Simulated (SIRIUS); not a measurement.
# TaN: single point with PBE

The system is TaN.

```
Ta N
1.0
     3.05000    0.00000    0.00000
    -1.52500    2.64138    0.00000
     0.00000    0.00000    4.94000
Ta N
2 2
Direct
  0.33333 0.66667 0.00000
  0.66667 0.33333 0.50000
  0.33333 0.66667 0.38500
  0.66667 0.33333 0.88500
```

```
Program             : SIRIUS 7.10.0
Task                : single point
Functional          : PBE
Potentials or basis : PseudoDojo 0.4.1 PBE standard (scalar relativistic)
Cutoff              : 1152 eV
Density cutoff      : 4606 eV
k mesh              : 10 × 10 × 6
Occupations         : fermi-dirac, width 0.05 eV
Spin                : no spin polarisation
```

```
Pressure               : 135.3 GPa
Largest force          : 2.365 eV/Å
Band gap on the k mesh : none (metal or under the smearing width)
```

Forces in eV/Å, atoms in the order of the input:
```
Ta   0.000  0.000  2.365
Ta   0.000  0.000  2.365
N    0.000  0.000 -2.365
N    0.000  0.000 -2.365
```

Stress tensor (GPa, compression positive):
```
143.60   0.00   0.00
  0.00 143.60   0.00
  0.00   0.00 118.83
```

It took 2.7 min on 1 thread of Arm Neoverse V1, with other jobs on the host, peak memory 0.67 GiB.

Caveat: a pressure of tens of GPa on the cell as given is suspect, and the run, the potentials or the cell itself is likely at fault; forces of over 1 eV/Å show positions far from the minimum, so gaps and moduli don't describe the material at rest. Spin-orbit coupling is left out, which matters for the levels of Ta.
